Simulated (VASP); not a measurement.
Input of a VASP 6.6.1 run:

INCAR

```
SYSTEM = Mo
PREC = Accurate
ENCUT = 520
EDIFF = 1E-6
ISMEAR = 0
SIGMA = 0.1
LREAL = .FALSE.
LASPH = .TRUE.
NELM = 80
ALGO = Normal
ISIF = 2
LWAVE = .FALSE.
LCHARG = .FALSE.
METAGGA = R2SCAN
LMIXTAU = .TRUE.
NBANDS = 21
```

The input KPOINTS:

```
regular mesh
0
G
  18 18 10
  0 0 0
```

POSCAR

```
Mo
1.0
    2.7318100000      0.0000000000      0.0000000000
   -1.3659000000      2.3658100000      0.0000000000
    0.0000000000      0.0000000000      4.8407500000
Mo
2
Direct
    0.3333300000      0.6666700000      0.2500000000
    0.6666700000      0.3333300000      0.7500000000
```

Potentials or basis: VASP PAW PBE potentials, release 64 (Mo_sv).

Launch:

```sh
$ cat potpaw_PBE.64/Mo_sv/POTCAR > POTCAR
$ mpirun -np 1 vasp_std > vasp.out
```

(1) What does it give for the band gap on the k mesh?

(2) Estimate the pressure.

## Answers

(1) none (metal or under the smearing width).

(2) 6.0 GPa.

Caveat: the PAW data sets were made with another functional, which shifts forces and pressure a little.
